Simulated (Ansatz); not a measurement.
# Sb (I4/mcm) in Ansatz: further runs

One crystal, Sb, is run at these levels: PBEsol; tasks: density of states, phonons.

Everything below comes from runs of Ansatz 0.2.0. Logs are shortened: lines on timing, memory, paths and dates and some standing lists are left out, and cuts for length are marked.

### 1 The structure

It takes space group I4/mcm (No. 140, tetragonal). Conventional cell: a = 8.060 Å, b = 8.060 Å, c = 4.051 Å, α = 90.00°, β = 90.00°, γ = 90.00°. Sb (site symmetry m2m) is surrounded by 7 Sb at 3.03 to 3.45 Å.

This isn't the form of Sb at room conditions, which is rhombohedral.

### 2 Density of states, PBEsol

File input.yaml:

```yaml
crystal:
  lattice:
    - [-4.0300106443, 4.0300106443, 2.0254867038]
    - [4.0300106443, -4.0300106443, 2.0254867038]
    - [4.0300106443, 4.0300106443, -2.0254867038]
  atoms:
    - { symbol: Sb, position: [0.65126306, 0.15126306, 0.80252612] }
    - { symbol: Sb, position: [0.15126306, 0.34873694, 0.5] }
    - { symbol: Sb, position: [0.34873694, 0.84873694, 0.19747388] }
    - { symbol: Sb, position: [0.84873694, 0.65126306, 0.5] }
kpoints:
  mp_grid: { grid: [7, 7, 7] }
scf:
  occupations: { method: fermi_dirac, width: 0.05 }
hamiltonian:
  xc: pbesol
  pseudopotentials: { kind: all_electron, datasets: crystal }
output:
  forces: true
  stress: true
  eigenvalues: true
  dos: { projected: false, de: 0.1, e_range: [-14, 8] }
```

Potentials or basis: all-electron PAW datasets made for the crystal.

Launch:

```
ansatz run input.yaml --threads 2 --pin off --max-ram 8192MiB --backend cpu --events-out ev --progress --plain --runs-dir out
```

What it wrote:

```text
Warning: RAYON_NUM_THREADS=2 ignored (pool sized by the plan → 2); use --threads N
hamiltonian.pseudopotentials.datasets: crystal makes datasets for this crystal and solves the spheres of its atoms anew in each pass: cutoff 140.0 eV, the density's 700.0 eV; for an error of 0.50 meV an atom under PBE, 2.0 meV for the cell; an energy difference from a run of another recipe may be off by several times the error for the cell, under r2SCAN by more, where some 0.1 meV an atom stays at smaller errors; Sb in spheres of 1.376 Å, 5 of its electrons in bands, 10 on its site; only band paths and densities of states list, in semicore columns, the levels of the semicore shells that are solved separately: 4d of Sb
band count auto-derived: 16 (N_el = 20.0; filled up to band 10; 14 by the electrons, moments and atoms)
Engine: ansatz 0.2.0, aarch64-unknown-linux-gnu
Pseudopotentials: kind: all_electron
Pseudopotential: Sb, paw, valence charge 15, recommended cutoff 140 eV (normal), crystal/all_electron/pbesol/scalar/gaussian/Sb, Koelling and Harmon's equation, gaussian nucleus
Functional definition: PBEsol
  exchange = pbesol_x
  correlation = pbesol_c
Crystal: 4 atoms, lattice volume = 131.584 Å³
Basis set: ecut = 140 eV, 475 PW (Γ), exchange–correlation on 54×54×54 points (8 copies of the dense FFT grid, shifted against one another)
Bands: 16, of which v1, the nominal top of the filled ones, is band 10 counted from 1 (9 counted from 0)
Symmetry: 16 space group operations
Space group: I4/mcm (ITA 140), of the structure as read, at distance tolerance 5.1e-5 Å
k-points: 40 of 343
Non-local potential: Sb, projectors of the file, l = 0: 1, l = 1: 1
PAW form: soft (Blöchl's): semilocal exchange-correlation on the pseudo side does not see the compensation charge
PAW one-centre angular grid: Sb, 110 points (default); XC on its mesh's 1863 points in the sphere
Initial density: superposition of atomic densities (neutral atoms: chi_scale 0, normalization atom)
Initial wavefunctions: pseudopotential atomic-orbital guess
Functional: x = pbesol(κ = 0.804, μ = 0.12345679012345678), c = pbesol(β = 0.046)
iter 1 solved again at ethr=1.81e-3 eV; its pass at ethr=1.00e-1 eV (dr2=3.61e-1 eV) is discarded
SCF iter   1: F=—  HF=-705166.250407 eV  |F-HF|=—  |Δ(HF+E_count)|=         —  Δρ=1.14e-2  dr2=2.46e-1  ethr=1.81e-3  ⟨swp⟩=6.2  Hψ=4645  notcnv=0
preconditioner: auto → Kerker (q_TF=auto, 1.993 Å⁻¹)  [metal: Δε(μ)=0.030 eV  Ē_g=7.593 eV  σ=0.050 eV  W_gap=0.14  n_scr=16 (ndim 8)  ℏωp=14.5 eV  f_vac=0.001  D(μ)=3.16/eV (n_scr^D=16)]
SCF iter   2: F=—  HF=-705166.209739 eV  |F-HF|=—  |Δ(HF+E_count)|=   4.07e-2  Δρ=6.96e-3  dr2=1.04e-1  ethr=1.23e-3  ⟨swp⟩=3.4  Hψ=1767  notcnv=0  defer=5
iter 3 solved again at ethr=5.19e-5 eV; its pass at ethr=5.21e-4 eV (dr2=1.04e-2 eV) is discarded
SCF iter   3: F=—  HF=-705166.179010 eV  |F-HF|=—  |Δ(HF+E_count)|=   3.07e-2  Δρ=1.44e-3  dr2=1.03e-2  ethr=5.19e-5  ⟨swp⟩=2.3  Hψ=2765  notcnv=0  defer=8
SCF iter   4: F=—  HF=-705166.177885 eV  |F-HF|=—  |Δ(HF+E_count)|=   1.13e-3  Δρ=8.58e-4  dr2=4.41e-3  ethr=5.16e-5  ⟨swp⟩=2.1  Hψ=1088  notcnv=0  defer=4
SCF iter   5: F=—  HF=-705166.178308 eV  |F-HF|=—  |Δ(HF+E_count)|=   4.23e-4  Δρ=3.51e-4  dr2=5.69e-4  ethr=2.21e-5  ⟨swp⟩=2.1  Hψ=1094  notcnv=0  defer=2
SCF iter   6: F=—  HF=-705166.178680 eV  |F-HF|=—  |Δ(HF+E_count)|=   3.72e-4  Δρ=1.98e-4  dr2=1.03e-4  ethr=2.85e-6  ⟨swp⟩=3.0  Hψ=1218  notcnv=0
SCF iter   7: F=—  HF=-705166.178785 eV  |F-HF|=—  |Δ(HF+E_count)|=   1.06e-4  Δρ=2.50e-5  dr2=1.16e-6  ethr=5.14e-7  ⟨swp⟩=3.2  Hψ=1309  notcnv=0
SCF iter   8: F=—  HF=-705166.178798 eV  |F-HF|=—  |Δ(HF+E_count)|=   1.25e-5  Δρ=1.25e-5  dr2=1.18e-7  ethr=5.79e-9  ⟨swp⟩=4.0  Hψ=1571  notcnv=0
SCF iter   9: F=-705166.178798 eV  HF=-705166.178798 eV  |F-HF|=2.68e-8  |Δ(HF+E_count)|=   5.24e-7  Δρ=2.45e-6  dr2=6.97e-9  ethr=5.88e-10  ⟨swp⟩=3.6  Hψ=1402  notcnv=0
SCF 1 converged in 9 iterations: F = -705166.178796 eV  dr2 = 6.97e-9
  Residual-converged pass: ⟨swp⟩=3.5  Hψ=1318  notcnv=0  max |occ|·‖R‖ = 6.6e-6 eV (tolerance 6.7e-6 eV)  dr2=7.02e-9  dr2_onsite=1.49e-9  max |Δocc| = 1.2e-9
SCF converged after 9 iterations
Free energy (F): -705166.178796 eV
Harris-Foulkes:  -705166.178796 eV  (|F-HF|=2.68e-8)
Internal energy: -705166.153482 eV  (E = F + TS)
E sigma→0 (E₀):  -705166.166139 eV
Entropy (-TS):   -0.025314 eV (-6.329 meV/atom)
Past the cutoff: the bands carry plane waves up to 1.75 times it, of which those up to 1.5 times it add -0.000159 eV an atom, each by itself; the spheres take 0.000153 eV an atom off the energy for waves past 1.75 times it
By the cutoff:   a pressure is off by up to 0.005 GPa (1.2 times the spheres' own share and the shells' term, over an atom's volume, and 0.004 GPa: a bound that held against runs at twice the plane waves)
Past the cutoffs: a stress includes 0.0009 GPa for waves and charges beyond them, in addition to the slope of what the spheres take
In the spheres:  the bands' charges fall short by 2.7e-7 e at most (sound up to 1e-3), those of shells solved beside the bands by 6.4e-7 e (sound up to 5e-4)
Fermi energy:    10.955577 eV
--- Per-component energies (eV) ---
  E_band       = 115.470875
  E_kinetic    = 212.011048
  E_local      = -5596.116385  (includes V_loc(G=0)·N_el)
  E_nonlocal   = 34.107265
  E_hartree    = 2650.308100
  E_xc         = -321.613340
  E_vxc        = -344.229218  (∫ρ·V_xc dr)
  E_paw        = -713343.420537  (= ΣΔE_a)
  E_vpaw       = -16088.244237  (= ΣTr[D̂ρ^β])
  E_ewald      = -5398.758071
  E_smearing   = -0.025314  (= −TS)
  E_closure    = 16597.328437  (closes the sum)
  Σ components = -705166.178796   (vs F -705166.178796, Δ=0.00e0)
  The terms above E_closure are by the made datasets' own strengths, without shells solved beside the bands.
--- Forces (eV/Å), atoms counted from 1 ---
  atom   1  Sb    -0.03076231    -0.03076231    -0.00000000
  atom   2  Sb     0.03076231    -0.03076231     0.00000000
  atom   3  Sb     0.03076231     0.03076231     0.00000000
  atom   4  Sb    -0.03076231     0.03076231    -0.00000000
  max |Σ_I F_I| component: 6.94e-18 eV/Å
--- Stress (GPa, compression-positive) ---
       -0.790396       0.000000       0.000000
        0.000000      -0.790396      -0.000000
        0.000000       0.000000      -0.614202
  P = ⅓ Tr σ = -0.7317 GPa (-7.317 kbar)
  It holds what live shells' own plane waves past their cutoff add
--- Band table (eV; the first three rows and the last of 40) ---
  k-point 0: bands = ["-1.5543", "1.8086", "3.0285", "3.0285", "6.1649", "9.4013", "9.8300", "9.8300", "9.9338", "10.0262", "10.0262", "10.5759", "13.5648", "13.5648"]
  k-point 1: bands = ["-1.4820", "1.4653", "3.0509", "3.1787", "6.4925", "8.8281", "9.3758", "9.6256", "10.0194", "10.4011", "10.7006", "10.7634", "13.4183", "13.6029"]
  k-point 2: bands = ["-1.2829", "0.8463", "3.1031", "3.3560", "7.2925", "8.2425", "8.9675", "9.2550", "10.0042", "10.8679", "10.9298", "11.6977", "13.4231", "13.8322"]
  k-point 39: bands = ["-0.3262", "0.3834", "0.6432", "5.6144", "6.7494", "8.1357", "9.3544", "9.6101", "11.1880", "11.5171", "12.4197", "12.8138", "13.0899", "13.2228"]
```

dos.tsv:

```text
# E-E_F[eV]	g_bin_mean(E)[states/eV]	N(E)	semicore_g_bin_mean(E)[states/eV]	semicore_N(E)
# format = ansatz-dos/2
# fermi_ev = 10.955577
# fermi_mp_grid = 7 7 7
# fermi_mp_shift = 0 0 0
[... 4 lines left out ...]
-14.000000	0.000000e0	0.000000e0	0.000000e0	4.000000e1
-13.900000	0.000000e0	0.000000e0	0.000000e0	4.000000e1
-13.800000	0.000000e0	0.000000e0	0.000000e0	4.000000e1
-13.700000	0.000000e0	0.000000e0	0.000000e0	4.000000e1
-13.600000	0.000000e0	0.000000e0	0.000000e0	4.000000e1
-13.500000	0.000000e0	0.000000e0	0.000000e0	4.000000e1
[... 213 lines left out ...]
7.900000	0.000000e0	3.200000e1	0.000000e0	4.000000e1
8.000000	0.000000e0	3.200000e1	0.000000e0	4.000000e1
```

It took 7.2 s on 2 threads of Arm Neoverse V2, shared host; peak memory 0.52 GiB.

Results:

| Property | Result |
| --- | --- |
| Free energy | -705166.1788 eV |
| Pressure | -0.7 GPa |
| Largest force | 0.044 eV/Å |
| Band gap on the k mesh | none (metal or under the smearing width) |

Forces on the atoms (eV/Å):
```
Sb  -0.031 -0.031  0.000
Sb   0.031 -0.031  0.000
Sb   0.031  0.031  0.000
Sb  -0.031  0.031  0.000
```

Levels at points of the mesh, in eV from the Fermi level:
```csv
k point,band 6,band 7,band 8,band 9,band 10,band 11,band 12,band 13,band 14
"(0.00, 0.00, 0.00)",-1.55,-1.13,-1.13,-1.02,-0.93,-0.93,-0.38,2.61,2.61
```

States per cell in windows of 1 eV (zero at the Fermi level; states under -8 eV left out):
| from (eV) | total |
| --- | --- |
| -8.0 | 1.08 |
| -7.0 | 0.37 |
| -6.0 | 0.13 |
| -5.0 | 1.64 |
| -4.0 | 2.51 |
| -3.0 | 2.91 |
| -2.0 | 2.33 |
| -1.0 | 2.39 |
| 0.0 | 2.75 |
| 1.0 | 2.28 |
| 2.0 | 2.61 |
| 3.0 | 2.78 |
| 4.0 | 1.74 |
| 5.0 | 0.00 |
| 6.0 | 0.00 |
| 7.0 | 0.00 |

Caveat: the program warned that the printed levels may be off, so bands, gaps and densities of states are rough. The run has no spin-orbit coupling, so splittings on Sb are missing.

### 3 Phonons, PBEsol

Edit input.yaml of step 2 so:

```diff
@@ -16,7 +16,6 @@
   xc: pbesol
-  pseudopotentials: { kind: all_electron, datasets: crystal }
-output:
-  forces: true
-  stress: true
-  eigenvalues: true
-  dos: { projected: false, de: 0.1, e_range: [-14, 8] }
+  pseudopotentials: { kind: all_electron, lapw: { basis_error: 0.002 } }
+output: {}
+phonons:
+  method: fd
+  supercell: [1, 1, 1]
```

Potentials or basis: all-electron LAPW, scalar-relativistic.

Launch:

```
ansatz run input.yaml --threads 2 --pin off --max-ram 8192MiB --backend cpu --events-out ev --progress --plain --runs-dir out
```

What it wrote:

```text
Warning: RAYON_NUM_THREADS=2 ignored (pool sized by the plan → 2); use --threads N
LAPW: plane waves up to 7.360 Å⁻¹, error target 2.0e-3 eV per atom; small_component_spin mean_spin; Sb in spheres of 1.469 Å, 23 of its electrons in bands, Dirac shells [] (how accurate: hamiltonian.pseudopotentials.lapw.basis_error, Limitations)
[... 2 set-up lines as earlier in the session ...]
Pseudopotential: Sb, LAPW, valence charge 23, lapw/all_electron/scalar/gaussian/Sb, Koelling and Harmon's equation, gaussian nucleus
[... 3 set-up lines as earlier in the session ...]
[... 72 lines left out ...]
  k-point 2: bands = ["-133.1320", "-133.1319", "-133.1317", "-133.1317", "-86.1620", "-86.1612", "-86.1600", "-86.1599", "-86.1592", "-86.1591", "-86.1584", "-86.1575", "-86.1528", "-86.1523", "-86.1521", "-86.1515", "-18.1679", "-18.1613", "-18.1232", "-18.1113", "-18.1078", "-18.0941", "-18.0927", "-18.0782", "-18.0673", "-18.0622", "-18.0466", "-18.0455", "-18.0410", "-18.0268", "-18.0189", "-18.0145", "-18.0142", "-18.0037", "-17.9992", "-17.9546", "-1.2829", "0.8462", "3.1031", "3.3560", "7.2924", "8.2425", "8.9674", "9.2550", "10.0042", "10.8679", "10.9298", "11.6977", "13.4231", "13.8322", "15.0416", "15.0543", "15.2882", "16.3376", "17.6796", "18.1139"]
  k-point 39: bands = ["-133.1319", "-133.1319", "-133.1318", "-133.1317", "-86.1615", "-86.1614", "-86.1606", "-86.1599", "-86.1592", "-86.1587", "-86.1581", "-86.1580", "-86.1529", "-86.1521", "-86.1520", "-86.1517", "-18.2071", "-18.1301", "-18.1086", "-18.1077", "-18.0955", "-18.0945", "-18.0856", "-18.0815", "-18.0802", "-18.0760", "-18.0576", "-18.0573", "-18.0407", "-18.0312", "-18.0159", "-18.0137", "-18.0137", "-17.9859", "-17.9757", "-17.9717", "-0.3262", "0.3834", "0.6432", "5.6143", "6.7494", "8.1357", "9.3544", "9.6101", "11.1880", "11.5171", "12.4197", "12.8138", "13.0899", "13.2227", "13.2342", "13.9972", "14.8589", "15.8407", "16.3974", "17.5264"]
--- Phonons: 2 displaced members + reference (amplitude 0.01 Å, Σ member SCF iterations 12) ---
  symmetry images taken by strict's conditions (phonons.symmetry_images: auto; settled by no image being taken that strict refuses)
  ASR residual: 5.346e-5 → 0.000e0 eV/Å²; symmetrization residual: 4.029e-6 eV/Å²
  largest component of a force at the reference: 3.1e-2 eV/Å
  ASR residual per site (eV/Å²): 5.35e-5 5.35e-5 5.35e-5 5.35e-5
  Γ frequencies (cm⁻¹): 0.00 0.00 0.00 40.37 63.15 63.15 64.04 77.59 97.38 98.27 98.27 99.88
  density of states and harmonic sums: on the 17×17×11 q-mesh, interpolated from the force constants of a 1×1×1 supercell (no non-analytic term)
  largest difference from the sums on the solved wave vectors: F 7.16e-1 eV, S 9.54e-4 and C_V 2.39e-4 eV/K
  zero-point energy: 0.048954 eV/cell   skipped modes (ω ≤ 0): 200, of them read as no rigid motion or as one in doubt: 197 (2.284e-1 modes/cell left out, lowest -32.76 cm⁻¹)   left out of the sums: 1.91e-2 of the cell's modes: C_V's classical limit lies that fraction below 3 k_B per atom; for a crystal, a wire or a layer, F and S can be off by more, and a phonons.interpolated_qmesh denser along its periods is the remedy for the sampling
```

phdos.tsv:

```text
# omega_inv_cm	omega_thz	g_bin_mean(omega)[modes/inv_cm]
# format = ansatz-phdos/2
# interpolated_qmesh = 17 17 11
# force_constants_supercell = 1 1 1
# lo_to_splitting: not included (the non-analytic LO-TO correction is not applied to the interpolated dynamical matrix; polar crystals: no LO-TO splitting at GAMMA, and LO and other optical branches, acoustic branches and sound speeds, and with them the density of states and the thermodynamics, can be off between the wave vectors that the force constants were sampled on, most near GAMMA; a larger extent of the force constants narrows that region and is not shown to mend the acoustic slopes)
# g_bin_mean(omega): the modes in a bin one row spacing wide, centred on omega, divided by that spacing. A flat band (one whose frequency is the same at every q-point) is counted whole in the row whose bin holds it (on the edge of two bins, in the lower row). The modes of the run's own cell are the sum of g_bin_mean times the row spacing in inv_cm (a plain sum, not the trapezoid rule); for a one-atom cell on a GAMMA-only q-mesh every row is zero, so that sum is 0, not 3
-32.764211	-0.982246	2.646046e-5
-32.473453	-0.973530	5.275995e-4
-32.182695	-0.964813	1.489492e-3
-31.891936	-0.956096	2.451524e-3
-31.601178	-0.947379	3.376803e-3
-31.310420	-0.938663	4.273474e-3
[... 493 lines left out ...]
112.324179	3.367394	1.388942e-2
112.614937	3.376111	1.420350e-3
```

phthermo.tsv:

```text
# format = ansatz-phthermo/1
# interpolated_qmesh = 17 17 11
# force_constants_supercell = 1 1 1
# non_analytic_term = not included (the non-analytic LO-TO correction is not applied to the interpolated dynamical matrix; polar crystals: no LO-TO splitting at GAMMA, and LO and other optical branches, acoustic branches and sound speeds, and with them the density of states and the thermodynamics, can be off between the wave vectors that the force constants were sampled on, most near GAMMA; a larger extent of the force constants narrows that region and is not shown to mend the acoustic slopes)
# zero_point_energy_ev = 4.8953605203e-2
# n_skipped_modes = 200
# share_of_modes_left_out = 1.9109782951e-2
# vibrations_at_or_below_zero_n_entries = 197
# vibrations_at_or_below_zero_modes_per_cell = 2.2837370242e-1
# vibrations_at_or_below_zero_lowest_omega_inv_cm = -32.764
# rigid_motions_known_by = geometry
# t_k	f_vib_ev	s_ev_per_k	c_v_ev_per_k
0.0000	4.8953605203e-2	0.0000000000e0	0.0000000000e0
10.0000	4.8892295304e-2	2.0935803846e-5	5.0585529684e-5
20.0000	4.8298493622e-2	1.1069188802e-4	2.5164684572e-4
30.0000	4.6488102924e-2	2.5677512504e-4	4.7584051272e-4
40.0000	4.3118054607e-2	4.1727351168e-4	6.3679099240e-4
50.0000	3.8164923381e-2	5.7154059271e-4	7.4229614412e-4
[... 93 lines left out ...]
990.0000	-2.4072759531e0	3.4467992736e-3	1.0134309107e-3
1000.0000	-2.4417949581e0	3.4569846837e-3	1.0134485705e-3
```

Wall time 4.9 min (2 threads of Arm Neoverse V2, shared host); peak memory 1.1 GiB.

Results:

* Free energy: -705166.1762 eV
* Largest force: 0.043 eV/Å
* Band gap on the k mesh: none (metal or under the smearing width)
* Highest phonon frequency at Γ: 100 cm⁻¹

Forces on the atoms (eV/Å):
```
Sb  -0.031 -0.031  0.000
Sb   0.031 -0.031  0.000
Sb   0.031  0.031  0.000
Sb  -0.031  0.031  0.000
```

Phonon frequencies in cm⁻¹ (negative: imaginary):
```csv
q point,frequencies
"(0.000, 0.000, 0.000)",0 0 0 40 63 63 64 78 97 98 98 100
```

Caveat: a metal's response needs a denser mesh. Spin-orbit coupling is left out, which matters for the levels of Sb.
